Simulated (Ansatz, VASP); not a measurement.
# IrO2 in VASP and in Ansatz

INCAR

```
SYSTEM = IrO2
PREC = Accurate ; ENCUT = 520
EDIFF = 1E-6 ; ISMEAR = -1
SIGMA = 0.1 ; LREAL = .FALSE.
LASPH = .TRUE. ; NELM = 80
ALGO = Fast ; ISIF = 2
LWAVE = .FALSE. ; LCHARG = .FALSE.
GGA = PE ; NBANDS = 30
```

File KPOINTS:

```
Automatic mesh
0
G
  8 8 11
  0 0 0
```

The input POSCAR:

```
IrO2
1.0
    4.5555510000      0.0000000000      0.0000000000
    0.0000000000      4.5555510000      0.0000000000
    0.0000000000      0.0000000000      3.1855450000
Ir O
2 4
Direct
    0.0000000000      0.0000000000      0.0000000000
    0.5000000000      0.5000000000      0.5000000000
    0.3110000000      0.3110000000      0.0000000000
    0.1890000000      0.8110000000      0.5000000000
    0.6890000000      0.6890000000      0.0000000000
    0.8110000000      0.1890000000      0.5000000000
```

Input for Ansatz:

```yaml
crystal:
  lattice:
    - [4.555551, 0.0, 0.0]
    - [0.0, 4.555551, 0.0]
    - [0.0, 0.0, 3.185545]
  atoms:
    - { symbol: Ir, position: [0.0, 0.0, 0.0] }
    - { symbol: Ir, position: [0.5, 0.5, 0.5] }
    - { symbol: O, position: [0.311, 0.311, 0.0] }
    - { symbol: O, position: [0.189, 0.811, 0.5] }
    - { symbol: O, position: [0.689, 0.689, 0.0] }
    - { symbol: O, position: [0.811, 0.189, 0.5] }
  symmetry: { tolerance: 0.0003 }
kpoints:
  mp_grid: { grid: [8, 8, 11], shift: [0, 0, 0] }
  band_path:
    path:
      - [0.0, 0.0, 0.0]
      - [0.0, 0.5, 0.0]
      - [0.5, 0.5, 0.0]
      - [0.0, 0.0, 0.0]
      - [0.0, 0.0, 0.5]
      - [0.0, 0.5, 0.5]
      - [0.5, 0.5, 0.5]
      - [0.0, 0.0, 0.5]
      - [0.0, 0.5, 0.0]
      - [0.0, 0.5, 0.5]
      - [0.5, 0.5, 0.0]
    npoints: 6
magnetization:
  spin_polarized: false
scf:
  occupations: { method: fermi_dirac }
  lower_state_search: "off"
  max_iter: 200
hamiltonian:
  pseudopotentials: { kind: paw }
  xc: pbe
basis:
  ecutwfc: 420
  fft_grid_basis: typed
output:
  forces: true
  stress: true
  eigenvalues: true
  bader: true
  populations: true
  elf: true
  write_potential: true
  volumetric_format: npy
  dos:
    e_range: [-12, 8]
    de: 0.05
    projected: { site_lists: { Ir: [Ir], O: [O] } }
checkpoint:
  read: saved_state
```

Alike in both runs: task single point; functional PBE; k mesh 8 × 8 × 11; no spin polarisation.

|  | VASP | Ansatz |
| --- | --- | --- |
| version | VASP 6.6.1 | Ansatz 0.2.0 |
| potentials or method | VASP PAW PBE potentials, release 64 (Ir, O) | PAW plane waves |
| plane-wave cutoff (eV) | 520 | 420 |
| occupations | fermi-dirac, width 0.1 eV | fermi-dirac |
| valence electrons in the cell | 42 | 58 |

```csv
,VASP,Ansatz,Ansatz less VASP
pressure (GPa),-0.6,-2.8,-2.18
largest component of the traceless stress (GPa),2.98,2.25,-0.728
rms of the force components (eV/Å),0.243,0.228,-0.0150
```

Atom by atom the forces differ by 0.015 eV/Å (rms over components). The two sets of potentials don't hold the same shells in valence.

Spin-orbit coupling is left out, which matters for the levels of Ir.
